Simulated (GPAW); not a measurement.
# Pr (I4/mmm) in GPAW: single point with PBE

Aim: the single point of Pr with PBE.

Everything below comes from runs of GPAW 26.7.0. Logs are shortened: lines on timing, memory, paths and dates and some standing lists are left out, and cuts for length are marked. The log counts tension as positive stress, the text compression.

### Step 1. The crystal as given

The structure is tetragonal, space group I4/mmm (No. 139). Conventional cell: a = 4.389 Å, b = 4.389 Å, c = 3.772 Å, α = 90.00°, β = 90.00°, γ = 90.00°. Pr (site symmetry 4/mmm) is surrounded by 10 Pr at 3.63 to 3.77 Å.

This isn't the form of Pr at room conditions, which is double hcp.

### Step 2. Single point, PBE, collinear spin, ferromagnetic start

File run.py:

```python
from ase import Atoms
from ase.dft.bandgap import bandgap
from ase.io import write
from ase.units import GPa
from gpaw import GPAW, PW

atoms = Atoms(['Pr'],
              cell=[[-2.1944725387, 2.1944725387, 1.8859478524],
                    [2.1944725387, -2.1944725387, 1.8859478524],
                    [2.1944725387, 2.1944725387, -1.8859478524]],
              scaled_positions=[[0.0, 0.0, 0.0]],
              pbc=True)
atoms.set_initial_magnetic_moments([2.0])

calc = GPAW(mode=PW(800),
            xc='PBE',
            kpts={'size': (9, 9, 9), 'gamma': True},
            occupations={'name': 'methfessel-paxton', 'order': 0, 'width': 0.1},
            nbands=18,
            convergence={'density': 1e-05, 'energy': 1e-05},
            maxiter=150,
            txt='gpaw.txt')
atoms.calc = calc
energy = atoms.get_potential_energy()
forces = atoms.get_forces()
stress = atoms.get_stress()
calc.write('gs.gpw')
write('result.traj', atoms)
print(f'Energy: {energy:.6f} eV')
print('Forces (eV/A):')
print(forces.round(4))
print('Stress (GPa):', (stress / GPa).round(3))
print('Moments:', calc.get_magnetic_moments().round(3))
print('Fermi level:', round(calc.get_fermi_level(), 4), 'eV')
print(f'Gap: {bandgap(calc)[0]:.4f} eV, direct: {bandgap(calc, direct=True)[0]:.4f} eV')
```

Potentials or basis: GPAW PAW data sets (gpaw-data 1.2.1), pw.

Launch:

```sh
OMP_NUM_THREADS=1 python run.py
```

gpaw.txt:

```text
__  _  _
 | _ |_)|_||  |
 |__||  | ||/\| - 26.7.0

Input parameters:
  mode=PW(ecut=800.0),
  convergence={'density': 1e-05, 'energy': 1e-05},
  kpts=MonkhorstPack(size=(9, 9, 9), gamma=True),
  maxiter=150,
  nbands=18,
  occupations=Occupations(name='methfessel-paxton', order=0, width=0.1),
  xc=XC(name='PBE')

Diagonalizing LCAO Hamiltonian
Converting LCAO to pw mode

       Pr

Atoms  # Å, Bohr magnetons
|   | symbol |        x |        y |        z |    initial magnetic moments |
|---|--------|----------|----------|----------|-----------------------------|
| 0 |     Pr | 0.000000 | 0.000000 | 0.000000 | ( 0.0000,  0.0000,  2.0000) |

Unit cell  # Å
| periodic |         x |         y |         z |  lengths |     angles |
|----------|-----------|-----------|-----------|----------|------------|
|      yes | -2.194473 |  2.194473 |  1.885948 | 3.631559 | 105.646130 |
|      yes |  2.194473 | -2.194473 |  1.885948 | 3.631559 | 105.646130 |
|      yes |  2.194473 |  2.194473 | -1.885948 | 3.631559 | 117.426451 |

Number of symmetries: 16
Symmetry operations  # r_c * U_cc + t_c -> r_c
|    | kind |            matrix            |
|----|------|------------------------------|
|  0 |  σ   |  1, 1, 1,  0, 0,-1,  0,-1, 0 |
|  1 |  C4  |  1, 1, 1,  0, 0,-1, -1, 0, 0 |
|  2 |  E   |  1, 0, 0,  0, 1, 0,  0, 0, 1 |
|  3 |  σ   |  1, 0, 0,  0, 1, 0, -1,-1,-1 |
|  4 |  σ   |  0, 1, 0,  1, 0, 0,  0, 0, 1 |
|  5 |  C2  |  0, 1, 0,  1, 0, 0, -1,-1,-1 |
|  6 |  C2  |  0, 0, 1, -1,-1,-1,  1, 0, 0 |
|  7 |  S4  |  0, 0, 1, -1,-1,-1,  0, 1, 0 |
|  8 |  C4  |  0, 0,-1,  1, 1, 1,  0,-1, 0 |
|  9 |  σ   |  0, 0,-1,  1, 1, 1, -1, 0, 0 |
| 10 |  σ   |  0,-1, 0, -1, 0, 0,  1, 1, 1 |
| 11 |  C2  |  0,-1, 0, -1, 0, 0,  0, 0,-1 |
| 12 |  C2  | -1, 0, 0,  0,-1, 0,  1, 1, 1 |
| 13 |  i   | -1, 0, 0,  0,-1, 0,  0, 0,-1 |
| 14 |  S4  | -1,-1,-1,  0, 0, 1,  1, 0, 0 |
| 15 |  C2  | -1,-1,-1,  0, 0, 1,  0, 1, 0 |

BZ-sampling:
  Number of BZ points: 729
  Number of IBZ points: 75

  Monkhorst-Pack size: [9, 9, 9]
  Monkhorst-Pack shift: [0, 0, 0]

K-points  # in reciprocal-cell coordinates
|     |                                coordinates |     weight |
|-----|--------------------------------------------|------------|
|   0 | (  0.00000000,   0.00000000,   0.00000000) | 0.00137174 |
|   1 | (  0.11111111,  -0.11111111,   0.00000000) | 0.00548697 |
|   2 | (  0.11111111,  -0.11111111,   0.11111111) | 0.00548697 |
|   3 | (  0.11111111,   0.00000000,   0.00000000) | 0.01097394 |
|   4 | (  0.11111111,   0.11111111,  -0.11111111) | 0.00274348 |
|   5 | (  0.22222222,  -0.22222222,   0.00000000) | 0.00548697 |
|   6 | (  0.22222222,  -0.22222222,   0.11111111) | 0.01097394 |
|   7 | (  0.22222222,  -0.22222222,   0.22222222) | 0.00548697 |
|   8 | (  0.22222222,  -0.11111111,   0.00000000) | 0.02194787 |
|   9 | (  0.22222222,  -0.11111111,   0.11111111) | 0.01097394 |
| ... |                                            |            |
|  74 | (  0.44444444,   0.44444444,   0.44444444) | 0.01097394 |

Plane wave coefficients: 1888
Cutoff: 800.0 eV

Spin-components: 2 (collinear spins)
Bands:           18
Projectors:      8
Spin-degeneracy: 1
Datatype:        complex128

Parallelization:
  kpt:    1
  domain: 1
  band:   1

Density:
  Valence electrons: 13.0
  Components: 2
  Grid points: [24 24 24]
  Charge: 0.0  # |e|

Potential:
  Grid points: [24 24 24]

species:
  Pr:
    name:    Praseodymium
    Z:       59.0
    valence: 13
    core:    46
    charge:  0.0  # [|e|]
    compensation charges:
      type: gauss
      rc: 0.35  # [Å]
      lmax: 2
    cutoffs:
      filter: 1.17  # [Å]
      core: 2.12  # [Å]
    projectors
    | kind |    occ | energy [eV] | rcut [Å] |
    |------|--------|-------------|----------|
    |   5s |  2.000 |     -39.028 |    1.164 |
    |   6s |  2.000 |      -3.462 |    1.164 |
    |   5p |  6.000 |     -21.474 |    1.164 |
    |   6p |  0.000 |      -1.245 |    1.164 |
    |   5d |  0.000 |      -2.024 |    1.164 |
    |   4f |  3.000 |      -1.247 |    1.164 |
    |    d |        |      25.188 |    1.164 |
    |    f |        |      25.964 |    1.164 |

    Using partial waves for Pr as LCAO basis

Reference energy: -251359.547189  # eV

eigensolver:
  PPCG
  Converge bands: occupied
  niter=2

density mixing:
  MSR1-Mixer
  Pratt-step length: 0.05
  Maximum mixing coefficient: 0.75
  Old densities: 10
  SVD Regularization: 0.005
  Good broyden scale: 1.0
  Trust region scale: 1.0
  Backstep threshold: 4.0
  History deletion threshold: 6.0
  Fourier metric: weight=20.0, sigma=0.015

occupation numbers:
  Methfessel-Paxton:
    width: 0.1000  # eV
    order: 0

poisson solver:
  ecut: 6400.0  # eV

xc functional:
  name: PBE with 2 nearest neighbor stencil

convergence criteria:
- Maximum integral of absolute [dens]ity change: 1e-05 electrons / valence electron
- Maximum [total energy] change in last 3 cyles: 1e-05 eV / valence electron
- Maximum integral of absolute [eigenst]ate change: 4e-08 eV^2 / valence electron
maximum number of iterations: 150

SCF iterations
|iter     | |      energy | eigst |  dens |  magmom |
|---------|-|-------------|-------|-------|---------|
|iter:   1| |  -15.640693 | -0.76 |       |  +2.0065|
|iter:   2| |  -11.416529 | -1.42 | -0.31 |  +1.9200|
|iter:   3| |  -43.833165 | +0.91 | -0.35 |  +0.8298|
|iter:   4| |  -12.657368 | +0.00 | -0.03 |  +1.5083|
|iter:   5| |  -13.106520 | +0.34 | -0.16 |  +2.2983|
|iter:   6| |   -5.478965 | +0.22 | -0.31 |  +2.0750|
|iter:   7| |   -6.400585 | -0.72 | -0.50 |  +2.5219|
|iter:   8| |   -5.038961 | -0.78 | -0.45 |  +2.2741|
|iter:   9| |   -5.017291 | -1.54 | -0.82 |  +2.5250|
|iter:  10| |   -4.942054 | -1.80 | -0.90 |  +2.5336|
|iter:  11| |   -4.922292 | -2.67 | -1.11 |  +2.7380|
|iter:  12| |   -4.929078 | -3.26 | -1.67 |  +2.8960|
|iter:  13| |   -4.930611 | -3.86 | -2.18 |  +2.9661|
|iter:  14| |   -4.930919 | -4.39 | -2.52 |  +3.0059|
|iter:  15| |   -4.930962 | -5.34 | -2.63 |  +3.0095|
|iter:  16| |   -4.930964c| -6.92 | -3.43 |  +3.0133|
|iter:  17| |   -4.930957c| -7.24 | -4.06 |  +3.0135|
|iter:  18| |   -4.930954c| -7.64c| -4.14 |  +3.0143|
|iter:  19| |   -4.930952c| -8.08c| -4.90 |  +3.0142|
|iter:  20| |   -4.930952c| -8.40c| -5.49c|  +3.0142|

Converged in 20 steps
Energy contributions relative to reference atoms: (reference = -251359.547189)

Energy contributions:
  Kinetic:         -52.630960
  Coulomb:          43.936662
  Zero:              2.228400
  External:          0.000000
  Xc:                1.564649
  Entropy:          -0.059406
  Spinorbit:         0.000000
  ----------------------------
  Free energy:      -4.960655
  Extrapolated:     -4.930952

dipole moment: (-13.781347, -13.781347, -11.843803)  # |e|*Ang

Total magnetic moment: (0.000000, 0.000000, 3.014224)

Local magnetic moments
|        x |        y |        z |
|----------|----------|----------|
| 0.000000 | 0.000000 | 2.264467 |  # Pr   0

Fermi level: 9.038
Eigenvalues  # (at kpt = [0.000, 0.000, 0.000])
| band index |      eig [eV] | occ [0-1] |      eig [eV] | occ [0-1] |
|------------|---------------|-----------|---------------|-----------|
|          0 |       -27.204 |     1.000 |       -26.001 |     1.000 |
|          1 |        -8.582 |     1.000 |        -7.565 |     1.000 |
|          2 |        -8.582 |     1.000 |        -7.565 |     1.000 |
|          3 |        -8.521 |     1.000 |        -7.506 |     1.000 |
|          4 |         5.188 |     1.000 |         6.022 |     1.000 |
|          5 |         8.821 |     0.999 |        10.350 |     0.000 |
|          6 |         8.821 |     0.999 |        10.350 |     0.000 |
|          7 |         8.975 |     0.814 |        10.479 |     0.000 |
|          8 |         9.251 |     0.001 |        10.561 |     0.000 |
|          9 |         9.251 |     0.001 |        10.694 |     0.000 |
|         10 |         9.353 |     0.000 |        10.694 |     0.000 |
|         11 |         9.360 |     0.000 |        10.825 |     0.000 |
|         12 |         9.617 |     0.000 |        11.136 |     0.000 |
|         13 |        11.131 |     0.000 |        11.989 |     0.000 |
|        ... |               |           |               |           |
|         17 |        18.790 |     0.000 |        19.823 |     0.000 |

No gap
No difference between direct/indirect transitions

Forces  # eV/Ang
|       x |       y |       z |
|---------|---------|---------|
| 0.00000 | 0.00000 | 0.00000 |  # Pr   0

Stress tensor  # eV/Ang^3
|        x |        y |        z |
|----------|----------|----------|
| 0.023317 | 0.000000 | 0.000000 |
| 0.000000 | 0.023317 | 0.000000 |
| 0.000000 | 0.000000 | 0.017144 |

# Writing to gs.gpw (mode='')
```

Wall time 2.4 min (1 thread of Intel Xeon Platinum 8375C at 2.90GHz (Ice Lake), shared host); peak memory 0.28 GiB.

Results:

```yaml
Free_energy: -4.9607 eV
Pressure: -3.4 GPa
Band_gap_on_the_k_mesh: none (metal or under the smearing width)
Net_moment: 3.01 μB per cell
Site_moments: Pr +2.26 μB
```

Stress tensor (GPa, compression positive):
```
-3.74  0.00  0.00
 0.00 -3.74  0.00
 0.00  0.00 -2.75
```

Levels at points of the mesh, in eV from the Fermi level:
Spin up:
```tsv
k point	band 5	band 6	band 7	band 8	band 9	band 10	band 11	band 12
(0.00, 0.00, 0.00)	-3.85	-0.22	-0.22	-0.06	0.21	0.21	0.31	0.32
```
Spin down:
| k point | band 1 | band 2 | band 3 | band 4 | band 5 | band 6 | band 7 | band 8 | band 9 | band 10 |
| --- | --- | --- | --- | --- | --- | --- | --- | --- | --- | --- |
| (0.00, 0.00, 0.00) | -35.04 | -16.60 | -16.60 | -16.54 | -3.02 | 1.31 | 1.31 | 1.44 | 1.52 | 1.66 |

Caveat: one-centre terms of the f shell are cut off; the magnetic or orbital state may not be the lowest; spin-orbit coupling is left out, which moves the levels of the heavy elements. The state reached can hang on the start; a lower one may exist.
